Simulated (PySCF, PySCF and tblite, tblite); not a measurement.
# C3H6O2: conformers and averaged spectra

Which conformers does C3H6O2 (`CCC(=O)O`) populate, and what do their averaged NMR parameters look like?

Computed with tblite 0.8.0 (tight binding) and PySCF 2.14.0 (DFT, with response routines of our own); each step states its level. Atoms count from 0 throughout.

## (1) The starting structure

11 atoms, charge 0, multiplicity 1; geometry from: MMFF94s geometry.

Bonds of the start (Å): C0–C1 1.50, C0–H5 1.10, C0–H6 1.10, C0–H7 1.09, C1–C2 1.51, C1–H8 1.09, C1–H9 1.11, C2–O3 1.23, C2–O4 1.34, O4–H10 0.98.

## (2) GFN2-xTB relaxation, conformer 1

The job: settings as JSON, then the geometry in Å.

```
{"job": {"xc": "GFN2-xTB", "basis": "xTB", "kind": "relax"}, "charge": 0, "multiplicity": 1}
C     -1.443800     0.184800     0.072800
C     -0.164600    -0.593400    -0.067900
C      1.055800     0.295200    -0.007400
O      1.067900     1.518200     0.106700
O      2.192900    -0.400200    -0.120300
H     -1.490500     0.733300     1.019600
H     -1.552400     0.921000    -0.739900
H     -2.307600    -0.481500     0.040500
H     -0.150600    -1.138300    -1.011100
H     -0.091700    -1.321800     0.765500
H      2.890000     0.285500    -0.084500
```

Started as:

```
$ OMP_NUM_THREADS=1 python ens_run.py task.json out
```

This one command runs the whole study; its stages follow in the order run.

Log:

```text
step      E/eV     max force
  0    -479.48477    2.042
  1    -479.50976    2.353
  2    -479.54110    0.424
  3    -479.54675    0.310
  4    -479.55608    0.226
  5    -479.55868    0.196
  6    -479.56209    0.090
  7    -479.56325    0.094
  8    -479.56399    0.070
  9    -479.56432    0.038
 10    -479.56432    0.038
 11    -479.56441    0.026
 12    -479.56457    0.045
 13    -479.56462    0.052
 14    -479.56473    0.040
 15    -479.56482    0.014
 16    -479.56483    0.014
 17    -479.56486    0.016
 18    -479.56489    0.021
 19    -479.56491    0.017
 20    -479.56493    0.009
 21    -479.56494    0.009
 22    -479.56495    0.013
 23    -479.56497    0.014
 24    -479.56498    0.014
 25    -479.56499    0.009
 26    -479.56500    0.008
 27    -479.56500    0.007
 28    -479.56501    0.005
 29    -479.56501    0.004
 30    -479.56501    0.002
```

Run time: 0.09 s. Hardware: 1 thread of Intel Xeon 6975P-C, shared host.

The energy fell by 0.080 eV, and the atoms moved 0.04 Å (root mean square).

**GFN2-xTB relaxation, conformer 2**

The job: settings as JSON, then the geometry in Å.

```
{"job": {"xc": "GFN2-xTB", "basis": "xTB", "kind": "relax"}, "charge": 0, "multiplicity": 1}
C     -1.306600     0.235500    -0.266000
C     -0.237700    -0.440600     0.535600
C      1.121300    -0.267200    -0.090800
O      1.705600    -1.077700    -0.779800
O      1.639000     0.951200     0.143600
H     -1.349600    -0.152300    -1.290700
H     -2.295000     0.079100     0.189100
H     -1.134400     1.322300    -0.322000
H     -0.428800    -1.522600     0.622600
H     -0.202800    -0.056900     1.572900
H      2.494400     0.931700    -0.340400
```

Log:

```text
step      E/eV     max force
  0    -479.47137    1.505
  1    -479.51587    0.972
  2    -479.52278    0.630
  3    -479.52954    0.301
  4    -479.53711    0.316
  5    -479.54147    0.320
  6    -479.54409    0.167
  7    -479.54529    0.091
  8    -479.54605    0.091
  9    -479.54652    0.073
 10    -479.54681    0.042
 11    -479.54703    0.047
 12    -479.54723    0.051
 13    -479.54744    0.044
 14    -479.54765    0.040
 15    -479.54782    0.030
 16    -479.54782    0.030
 17    -479.54788    0.029
 18    -479.54796    0.034
 19    -479.54799    0.023
 20    -479.54802    0.030
 21    -479.54808    0.027
 22    -479.54811    0.020
 23    -479.54815    0.016
 24    -479.54819    0.032
 25    -479.54825    0.038
 26    -479.54831    0.026
 27    -479.54835    0.021
 28    -479.54838    0.015
 29    -479.54840    0.017
 30    -479.54843    0.014
 31    -479.54845    0.010
 32    -479.54846    0.009
 33    -479.54846    0.008
 34    -479.54847    0.007
 35    -479.54847    0.007
 36    -479.54847    0.006
 37    -479.54848    0.005
 38    -479.54848    0.005
 39    -479.54848    0.005
 40    -479.54849    0.006
 41    -479.54849    0.007
 42    -479.54849    0.008
 43    -479.54850    0.007
 44    -479.54851    0.008
 45    -479.54852    0.009
 46    -479.54852    0.009
 47    -479.54853    0.007
 48    -479.54854    0.007
 49    -479.54854    0.008
 50    -479.54855    0.007
 51    -479.54855    0.005
 52    -479.54855    0.003
```

Wall time 0.11 s (1 thread of Intel Xeon 6975P-C, shared host).

Relaxing gained 0.077 eV and moved the atoms by 0.04 Å on average (rms).

## (3) Shieldings, conformer 1: B97-2/pcSseg-1 in chloroform

The job: settings as JSON, then the geometry in Å.

```
{"job": {"xc": "B97-2", "basis": "pcSseg-1", "solvent": "chloroform", "kind": "nmr", "pop": true}, "charge": 0, "multiplicity": 1}
C     -1.467777     0.192153     0.073197
C     -0.165292    -0.583737    -0.056487
C      1.038884     0.321562    -0.009687
O      1.026856     1.515376     0.109832
O      2.180450    -0.377328    -0.120827
H     -1.490938     0.734361     1.014648
H     -1.556800     0.915381    -0.732914
H     -2.316549    -0.485238     0.035122
H     -0.127809    -1.134638    -0.998882
H     -0.060662    -1.314114     0.748771
H      2.945062     0.218892    -0.088735
```

Log:

```text
coarse grid: 9152 points
cycle   1  E = -268.0819442119  dE =  6.891e-01  |g| = 9.283e-01  |ddm| = 2.811e+00
cycle   2  E = -267.8078217519  dE =  2.741e-01  |g| = 1.533e+00  |ddm| = 1.560e+00
cycle   3  E = -268.2292809246  dE = -4.215e-01  |g| = 2.445e-01  |ddm| = 1.110e+00
cycle   4  E = -268.2401291714  dE = -1.085e-02  |g| = 6.356e-02  |ddm| = 1.794e-01
cycle   5  E = -268.2407242639  dE = -5.951e-04  |g| = 2.006e-02  |ddm| = 4.174e-02
cycle   6  E = -268.2408131481  dE = -8.888e-05  |g| = 3.693e-03  |ddm| = 1.562e-02
cycle   7  E = -268.2408158692  dE = -2.721e-06  |g| = 9.712e-04  |ddm| = 2.712e-03
final grid: 88272 points
cycle   8  E = -268.2904823007  dE = -4.345e-05  |g| = 5.642e-03  |ddm| = 2.346e-02
cycle   9  E = -268.2904758613  dE =  6.439e-06  |g| = 8.289e-03  |ddm| = 9.511e-03
cycle  10  E = -268.2904875999  dE = -1.174e-05  |g| = 1.239e-03  |ddm| = 5.648e-03
cycle  11  E = -268.2904878796  dE = -2.797e-07  |g| = 2.978e-04  |ddm| = 8.616e-04
cycle  12  E = -268.2904878923  dE = -1.266e-08  |g| = 1.288e-04  |ddm| = 2.241e-04
cycle  13  E = -268.2904878955  dE = -3.261e-09  |g| = 1.287e-05  |ddm| = 8.718e-05
cycle  14  E = -268.2904878956  dE = -3.052e-11  |g| = 4.343e-06  |ddm| = 1.097e-05
converged SCF energy = -268.2904878956

GIAO shielding tensors (ppm)
atom      isotropic    diamagn.    paramagn.     s11        s22        s33       span
  0 C      175.442     246.898     -71.456    168.337    174.362    183.627     15.290
  1 C      157.372     250.138     -92.766    142.325    150.585    179.206     36.881
  2 C        7.890     250.054    -242.164    -90.897     41.084     73.484    164.381
  3 O      -70.716     403.915    -474.631   -321.458   -181.889    291.198    612.655
  4 O      127.438     392.078    -264.639    -31.017    155.533    257.799    288.815
  5 H       30.613      30.104       0.509     26.711     28.570     36.557      9.846
  6 H       30.607      30.101       0.506     26.702     28.573     36.546      9.844
  7 H       30.777      28.866       1.910     26.241     28.339     37.750     11.509
  8 H       29.254      30.100      -0.846     24.679     29.003     34.080      9.401
  9 H       29.256      30.119      -0.863     24.675     29.014     34.078      9.404
 10 H       25.116      29.802      -4.687     19.519     21.982     33.846     14.327
```

Wall time 10 s (1 thread of Intel Xeon 6975P-C, shared host); peak memory 0.56 GiB.

This run: HOMO -7.87 eV, LUMO 0.29 eV; dipole 2.00 D.

Orbitals, density, ELF and potential are computed afterwards from the orbital file.

Frontier orbitals at B97-2/pcSseg-1, with the share of their density that lies nearest to each atom:

| orbital | energy (eV) | lies on |
| --- | --- | --- |
| HOMO | -7.87 | O3 70 %; O4 11 %; C1 7 % |
| LUMO | 0.29 | C2 47 %; O3 27 %; O4 9 % |

ELF in a plane through or near 7 of the atoms.

Ten even steps from ' ' (0.00) to '@' (1.00):
```
                                                        
                                                        
                                                        
                ..::------::                            
              ..==**######**--                          
              ::##%%%%##@@%%++                          
                ++%%##++%%##--  ..::::..                
          ++==    --######::  ..==**++--                
        ==@@@@##::::======::..--==::====::..            
        ++@@@@@@####++==**%%++%%==%%==%%%%%%::          
        --%%@@%%--####==@@##--%%##::%%@@@@@@++          
          ::++##::++++--##..@@--##**@@@@@@@@##          
            --%%@@%%--  --++====--::%%@@@@@@==          
            --**####..  ::++**==..  ::**%%**            
            ..----::      ::::..                        
                                                        
                                                        
                                                        
                                                        
                                                        
```
The map spans 11.1 Å across and 8.2 Å up, centred on the molecule. Atoms in the plane (x, y in Å): C0 (1.5, 0.2), C1 (0.2, -0.6), C2 (-1.0, 0.3), O3 (-1.0, 1.5), O4 (-2.2, -0.4), H7 (2.3, -0.4), H10 (-2.9, 0.2).

log10 of the density (e/Å³) in the same plane.

Ten even steps from '0' (-4.0) to '9' (1.8):
```
0000000000000000000000000000
0000000000111000000000000000
0000000012333210000000000000
0000000234444432111100000000
0000001345666543222211000000
0000012456787654343322100000
0000123456897654555432100000
0001234456777655666543210000
0001346666787656676654310000
0002457777797666797664320000
0002356788777777777765320000
0001346788666797666765320000
0001245677656776655554310000
0000134555445666544443210000
0000023444334554433322100000
0000001222223333322110000000
0000000000112222210000000000
0000000000001111000000000000
0000000000000000000000000000
0000000000000000000000000000
```
The map spans 11.1 Å across and 8.2 Å up, centred on the molecule. Atoms in the plane (x, y in Å): C0 (1.5, 0.2), C1 (0.2, -0.6), C2 (-1.0, 0.3), O3 (-1.0, 1.5), O4 (-2.2, -0.4), H7 (2.3, -0.4), H10 (-2.9, 0.2).

On the surface of density 0.002 e/bohr³ the electrostatic potential runs, from the 1st to the 99th percentile, from -1.85 V near O3 to 2.52 V near H10.

## (4) Single-point energy, conformer 1: B3LYP/def2-SVP in chloroform

The job, as its differences from that of step 3:

```diff
@@ -1,2 +1,2 @@
-{"job": {"xc": "B97-2", "basis": "pcSseg-1", "solvent": "chloroform", "kind": "nmr", "pop": true}, "charge": 0, "multiplicity": 1}
+{"job": {"xc": "B3LYP", "basis": "def2-SVP", "solvent": "chloroform", "kind": "sp"}, "charge": 0, "multiplicity": 1}
 C     -1.467777     0.192153     0.073197
```

Log:

```text
coarse grid: 9152 points
cycle   1  E = -267.9738681020  dE =  6.754e-01  |g| = 9.630e-01  |ddm| = 3.374e+00
cycle   2  E = -267.6361715562  dE =  3.377e-01  |g| = 1.643e+00  |ddm| = 2.503e+00
cycle   3  E = -268.1367332664  dE = -5.006e-01  |g| = 2.725e-01  |ddm| = 1.775e+00
cycle   4  E = -268.1507599568  dE = -1.403e-02  |g| = 6.859e-02  |ddm| = 2.689e-01
cycle   5  E = -268.1514882453  dE = -7.283e-04  |g| = 2.339e-02  |ddm| = 6.242e-02
cycle   6  E = -268.1516155965  dE = -1.274e-04  |g| = 3.845e-03  |ddm| = 2.320e-02
cycle   7  E = -268.1516186295  dE = -3.033e-06  |g| = 1.131e-03  |ddm| = 3.910e-03
final grid: 88272 points
cycle   8  E = -268.2097249846  dE = -2.928e-05  |g| = 5.810e-03  |ddm| = 2.730e-02
cycle   9  E = -268.2097153297  dE =  9.655e-06  |g| = 9.029e-03  |ddm| = 1.306e-02
cycle  10  E = -268.2097323829  dE = -1.705e-05  |g| = 1.539e-03  |ddm| = 8.638e-03
cycle  11  E = -268.2097328563  dE = -4.733e-07  |g| = 1.708e-04  |ddm| = 1.333e-03
cycle  12  E = -268.2097328594  dE = -3.148e-09  |g| = 1.131e-04  |ddm| = 1.893e-04
cycle  13  E = -268.2097328618  dE = -2.365e-09  |g| = 1.177e-05  |ddm| = 8.831e-05
cycle  14  E = -268.2097328618  dE = -2.865e-11  |g| = 1.411e-06  |ddm| = 1.094e-05
converged SCF energy = -268.2097328618
```

Run time: 2.7 s. Hardware: 1 thread of Intel Xeon 6975P-C, shared host; peak memory 0.53 GiB.

This run: HOMO -7.65 eV, LUMO 0.34 eV; dipole 1.88 D.

## (5) Shieldings, conformer 2: B97-2/pcSseg-1 in chloroform

The job: settings as JSON, then the geometry in Å.

```
{"job": {"xc": "B97-2", "basis": "pcSseg-1", "solvent": "chloroform", "kind": "nmr", "pop": false}, "charge": 0, "multiplicity": 1}
C     -1.305733     0.240154    -0.271689
C     -0.230739    -0.467686     0.556182
C      1.111543    -0.288432    -0.105108
O      1.665864    -1.095568    -0.800274
O      1.634170     0.919024     0.149488
H     -1.343012    -0.173997    -1.276498
H     -2.278663     0.109002     0.194604
H     -1.091039     1.303863    -0.338719
H     -0.447161    -1.533753     0.620953
H     -0.191118    -0.035383     1.556076
H      2.481312     1.025448    -0.310978
```

Log:

```text
coarse grid: 9152 points
cycle   1  E = -268.0816713553  dE =  6.836e-01  |g| = 9.255e-01  |ddm| = 2.793e+00
cycle   2  E = -267.8148024647  dE =  2.669e-01  |g| = 1.521e+00  |ddm| = 1.445e+00
cycle   3  E = -268.2273566076  dE = -4.126e-01  |g| = 2.421e-01  |ddm| = 1.010e+00
cycle   4  E = -268.2380476987  dE = -1.069e-02  |g| = 6.428e-02  |ddm| = 1.742e-01
cycle   5  E = -268.2386682202  dE = -6.205e-04  |g| = 1.972e-02  |ddm| = 4.149e-02
cycle   6  E = -268.2387534253  dE = -8.521e-05  |g| = 3.722e-03  |ddm| = 1.519e-02
cycle   7  E = -268.2387561421  dE = -2.717e-06  |g| = 1.033e-03  |ddm| = 2.677e-03
final grid: 88272 points
cycle   8  E = -268.2885320855  dE = -4.286e-05  |g| = 5.522e-03  |ddm| = 2.099e-02
cycle   9  E = -268.2885251168  dE =  6.969e-06  |g| = 8.360e-03  |ddm| = 8.507e-03
cycle  10  E = -268.2885372835  dE = -1.217e-05  |g| = 1.203e-03  |ddm| = 5.220e-03
cycle  11  E = -268.2885375440  dE = -2.604e-07  |g| = 2.922e-04  |ddm| = 8.193e-04
cycle  12  E = -268.2885375564  dE = -1.238e-08  |g| = 1.244e-04  |ddm| = 2.196e-04
cycle  13  E = -268.2885375594  dE = -3.032e-09  |g| = 1.349e-05  |ddm| = 7.942e-05
cycle  14  E = -268.2885375594  dE = -3.928e-11  |g| = 4.465e-06  |ddm| = 1.154e-05
converged SCF energy = -268.2885375594

GIAO shielding tensors (ppm)
atom      isotropic    diamagn.    paramagn.     s11        s22        s33       span
  0 C      171.253     246.812     -75.559    161.998    166.412    185.351     23.353
  1 C      153.598     247.939     -94.340    138.355    145.785    176.655     38.299
  2 C        7.512     249.853    -242.341    -93.689     38.143     78.080    171.770
  3 O      -74.472     402.443    -476.914   -295.078   -187.767    259.430    554.509
  4 O      128.390     393.337    -264.947    -22.789    156.596    251.365    274.154
  5 H       30.424      29.804       0.620     26.469     28.766     36.038      9.569
  6 H       30.348      28.733       1.615     26.419     27.452     37.175     10.757
  7 H       30.313      29.907       0.405     25.997     29.276     35.665      9.667
  8 H       29.572      30.012      -0.440     25.866     28.309     34.541      8.675
  9 H       29.227      29.868      -0.641     26.199     27.930     33.552      7.353
 10 H       25.263      30.168      -4.905     19.767     22.397     33.625     13.858
```

Wall time 6.1 s (1 thread of Intel Xeon 6975P-C, shared host); peak memory 0.6 GiB.

Key values: HOMO -7.76 eV, LUMO 0.22 eV; dipole 2.17 D.

## (6) Single-point energy, conformer 2: B3LYP/def2-SVP in chloroform

The job, as its differences from that of step 5:

```diff
@@ -1,2 +1,2 @@
-{"job": {"xc": "B97-2", "basis": "pcSseg-1", "solvent": "chloroform", "kind": "nmr", "pop": false}, "charge": 0, "multiplicity": 1}
+{"job": {"xc": "B3LYP", "basis": "def2-SVP", "solvent": "chloroform", "kind": "sp"}, "charge": 0, "multiplicity": 1}
 C     -1.305733     0.240154    -0.271689
```

Log:

```text
coarse grid: 9152 points
cycle   1  E = -267.9730768464  dE =  6.701e-01  |g| = 9.612e-01  |ddm| = 3.336e+00
cycle   2  E = -267.6425902842  dE =  3.305e-01  |g| = 1.634e+00  |ddm| = 2.162e+00
cycle   3  E = -268.1345267704  dE = -4.919e-01  |g| = 2.703e-01  |ddm| = 1.520e+00
cycle   4  E = -268.1483970916  dE = -1.387e-02  |g| = 6.962e-02  |ddm| = 2.479e-01
cycle   5  E = -268.1491599998  dE = -7.629e-04  |g| = 2.308e-02  |ddm| = 6.063e-02
cycle   6  E = -268.1492830508  dE = -1.231e-04  |g| = 3.916e-03  |ddm| = 2.250e-02
cycle   7  E = -268.1492861527  dE = -3.102e-06  |g| = 1.209e-03  |ddm| = 3.766e-03
final grid: 88272 points
cycle   8  E = -268.2075523284  dE = -2.625e-05  |g| = 5.835e-03  |ddm| = 2.101e-02
cycle   9  E = -268.2075420095  dE =  1.032e-05  |g| = 9.162e-03  |ddm| = 1.230e-02
cycle  10  E = -268.2075600145  dE = -1.801e-05  |g| = 1.579e-03  |ddm| = 7.848e-03
cycle  11  E = -268.2075605095  dE = -4.950e-07  |g| = 1.528e-04  |ddm| = 1.291e-03
cycle  12  E = -268.2075605120  dE = -2.467e-09  |g| = 1.025e-04  |ddm| = 1.614e-04
cycle  13  E = -268.2075605139  dE = -1.876e-09  |g| = 1.402e-05  |ddm| = 7.699e-05
cycle  14  E = -268.2075605139  dE = -3.917e-11  |g| = 2.543e-06  |ddm| = 1.394e-05
converged SCF energy = -268.2075605139
```

It took 2.5 s on 1 thread of Intel Xeon 6975P-C, shared host; peak memory 0.54 GiB.

In short: HOMO -7.52 eV, LUMO 0.28 eV; dipole 2.02 D.

## (7) Couplings, conformer 1: B3LYP/pcJ-1

The job: settings as JSON, then the geometry in Å.

```
{"job": {"xc": "B3LYP", "basis": "pcJ-1", "kind": "j"}, "charge": 0, "multiplicity": 1}
C     -1.467777     0.192153     0.073197
C     -0.165292    -0.583737    -0.056487
C      1.038884     0.321562    -0.009687
O      1.026856     1.515376     0.109832
O      2.180450    -0.377328    -0.120827
H     -1.490938     0.734361     1.014648
H     -1.556800     0.915381    -0.732914
H     -2.316549    -0.485238     0.035122
H     -0.127809    -1.134638    -0.998882
H     -0.060662    -1.314114     0.748771
H      2.945062     0.218892    -0.088735
```

Log:

```text
coarse grid: 9152 points
cycle   1  E = -268.1770887002  dE =  6.847e-01  |g| = 1.003e+00  |ddm| = 2.577e+00
cycle   2  E = -267.7602716348  dE =  4.168e-01  |g| = 1.815e+00  |ddm| = 1.893e+00
cycle   3  E = -268.3366821681  dE = -5.764e-01  |g| = 3.490e-01  |ddm| = 1.421e+00
cycle   4  E = -268.3581430345  dE = -2.146e-02  |g| = 8.920e-02  |ddm| = 2.525e-01
cycle   5  E = -268.3592299693  dE = -1.087e-03  |g| = 2.929e-02  |ddm| = 5.472e-02
cycle   6  E = -268.3594157577  dE = -1.858e-04  |g| = 5.735e-03  |ddm| = 2.218e-02
cycle   7  E = -268.3594223233  dE = -6.566e-06  |g| = 1.280e-03  |ddm| = 4.263e-03
final grid: 88272 points
cycle   8  E = -268.4183635933  dE = -1.336e-04  |g| = 7.351e-03  |ddm| = 1.824e-02
cycle   9  E = -268.4183473729  dE =  1.622e-05  |g| = 1.160e-02  |ddm| = 1.191e-02
cycle  10  E = -268.4183725714  dE = -2.520e-05  |g| = 2.333e-03  |ddm| = 8.294e-03
cycle  11  E = -268.4183734522  dE = -8.808e-07  |g| = 7.558e-04  |ddm| = 1.762e-03
cycle  12  E = -268.4183735576  dE = -1.054e-07  |g| = 2.081e-04  |ddm| = 4.922e-04
cycle  13  E = -268.4183735649  dE = -7.305e-09  |g| = 1.705e-05  |ddm| = 1.070e-04
cycle  14  E = -268.4183735649  dE = -4.809e-11  |g| = 2.868e-06  |ddm| = 1.151e-05
converged SCF energy = -268.4183735649

Indirect spin-spin couplings (Hz)
  i      j    bonds     total        FC       PSO       DSO        SD
  0 C    1 C    1     36.582    36.592    -0.195     0.186         -
  0 C    2 C    2     -0.895    -0.781    -0.160     0.046         -
  0 C    3 O    3     -1.196    -1.345     0.150    -0.002         -
  0 C    4 O    3     -2.419    -2.451    -0.014     0.046         -
  0 C    5 H    1    135.622   133.891     1.081     0.650         -
  0 C    6 H    1    135.647   133.917     1.079     0.651         -
  0 C    7 H    1    132.156   130.307     1.248     0.600         -
  0 C    8 H    2     -3.267    -3.290     0.238    -0.216         -
  0 C    9 H    2     -3.255    -3.277     0.238    -0.216         -
  0 C   10 H    4      1.741     1.791     0.419    -0.469         -
  1 C    2 C    1     58.723    60.206    -1.802     0.318         -
  1 C    3 O    2     -1.436    -2.596     1.119     0.040         -
  1 C    4 O    2    -19.823   -20.239     0.417    -0.002         -
  1 C    5 H    2     -4.810    -4.870     0.206    -0.145         -
  1 C    6 H    2     -4.826    -4.888     0.206    -0.145         -
  1 C    7 H    2     -2.021    -2.063     0.212    -0.171         -
  1 C    8 H    1    134.101   132.279     0.918     0.905         -
  1 C    9 H    1    134.107   132.285     0.917     0.905         -
  1 C   10 H    3      7.333     7.462     0.640    -0.769         -
  2 C    3 O    1     29.827    15.981    13.950    -0.104         -
  2 C    4 O    1     33.782    27.193     6.732    -0.143         -
  2 C    5 H    3      2.262     2.432    -0.298     0.128         -
  2 C    6 H    3      2.276     2.449    -0.301     0.128         -
  2 C    7 H    3     13.490    13.516     0.303    -0.330         -
  2 C    8 H    2     -7.160    -7.167    -0.158     0.166         -
  2 C    9 H    2     -7.169    -7.174    -0.160     0.165         -
  2 C   10 H    2     -5.408    -3.910    -0.967    -0.531         -
  3 O    7 H    4     -0.372    -0.427    -0.161     0.217         -
  3 O    8 H    3     -1.234    -1.403    -0.106     0.276         -
  3 O    9 H    3     -1.238    -1.410    -0.105     0.277         -
  3 O   10 H    3      1.568    -0.859     2.383     0.045         -
  4 O    5 H    4      0.364     0.327    -0.132     0.169         -
  4 O    6 H    4      0.366     0.329    -0.133     0.169         -
  4 O    7 H    4     -1.353    -1.342    -0.195     0.184         -
  4 O    8 H    3      0.306     0.217     0.111    -0.022         -
  4 O    9 H    3      0.279     0.191     0.112    -0.024         -
  4 O   10 H    1    -77.758   -67.114   -10.292    -0.351         -
  5 H    6 H    2    -14.281   -14.390     2.618    -2.509         -
  5 H    7 H    2    -13.300   -13.384     2.850    -2.765         -
  5 H    8 H    3     15.759    15.841     2.774    -2.857         -
  5 H    9 H    3      4.129     4.228     0.391    -0.490         -
  5 H   10 H    5     -0.277    -0.129     1.337    -1.485         -
  6 H    7 H    2    -13.298   -13.382     2.850    -2.766         -
  6 H    8 H    3      4.109     4.208     0.394    -0.492         -
  6 H    9 H    3     15.762    15.844     2.775    -2.857         -
  6 H   10 H    5     -0.278    -0.129     1.339    -1.487         -
  7 H    8 H    3      3.758     3.864     0.434    -0.540         -
  7 H    9 H    3      3.727     3.834     0.437    -0.543         -
  7 H   10 H    5      0.747     0.862     1.649    -1.763         -
  8 H    9 H    2    -19.376   -19.563     2.246    -2.058         -
  8 H   10 H    4     -0.545    -0.359     2.409    -2.595         -
  9 H   10 H    4     -0.528    -0.343     2.412    -2.597         -
```

Run time: 11 s. Hardware: 1 thread of Intel Xeon 6975P-C, shared host; peak memory 0.85 GiB.

This run: HOMO -7.80 eV, LUMO 0.09 eV; dipole 1.62 D.

(Part 1 of 2 ends here.)
